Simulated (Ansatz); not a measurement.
## Harmonic thermodynamics of P

Computed with DFT PBE, scalar-relativistic, plane waves, PAW (Ansatz 0.2.0). Plane waves to 420 eV; Γ-centred k mesh 8×10×6; fixed occupations. No spin polarisation. Phonons by linear response, acoustic sum rule imposed.

The cell, relaxed at this level:
```
P
1.0
     4.59151    0.00000    0.04801
     0.00000    3.30529    0.00000
    -1.25241    0.00000    5.77674
P
4
Direct
  0.54092 0.00000 0.81715
  0.13397 0.50000 0.18307
  0.45908 0.00000 0.18285
  0.86603 0.50000 0.81693
```

The cell was found from a structure generator's guess, not taken from experiment. The q mesh is coarse, so values between its points are rough. The run warned that its linear response isn't converged on this k mesh, so dielectric tensors, Born charges and infrared intensities are rough, and the frequencies may be too. No dispersion correction is applied, so modes and constants that involve weak contacts between layers, chains or molecules come out too soft.

Force constants from linear response on a 2×2×1 q mesh, interpolated to a fine mesh.

Phonon density of states, in bins of 10 cm⁻¹:
(bin centre (cm⁻¹), share of modes (%)): (-5, 0.0), (5, 0.1), (15, 0.3), (25, 0.6), (35, 0.9), (45, 1.3), (55, 2.1), (65, 2.8), (75, 1.4), (85, 1.4), (95, 1.5), (105, 1.8), (115, 3.2), (125, 3.4), (135, 3.4), (145, 2.7), (155, 2.3), (165, 2.1), (175, 2.4), (185, 2.4), (195, 2.1), (205, 1.7), (215, 2.4), (225, 1.3), (235, 1.4), (245, 2.0), (255, 1.6), (265, 1.4), (275, 0.0), (285, 0.0), (295, 0.0), (305, 0.0), (315, 0.0), (325, 0.0), (335, 0.8), (345, 2.5), (355, 3.2), (365, 1.9), (375, 1.7), (385, 1.5), (395, 1.4), (405, 4.5), (415, 12.1), (425, 11.8), (435, 3.3), (445, 3.9), (455, 1.3)

**Question.** What is the zero-point energy per atom?

**Answer.** 51.6 meV.

**Question.** How large are the vibrational entropy and heat capacity at 300 K?

**Answer.** S = 2.97 k_B and C_V = 2.53 k_B per atom, 84 % of the Dulong–Petit value.

**Question.** Tabulate them against temperature.

**Answer.**
```tsv
T (K)	F_vib (meV/atom)	S (k_B/atom)	C_V (k_B/atom)
100	48.6	0.88	1.18
200	36.0	2.02	2.11
300	14.4	2.97	2.53
400	-14.6	3.72	2.71
500	-49.4	4.34	2.81
600	-89.1	4.86	2.87
700	-132.9	5.30	2.90
800	-180.3	5.69	2.92
900	-230.9	6.04	2.94
1000	-284.3	6.35	2.95
```
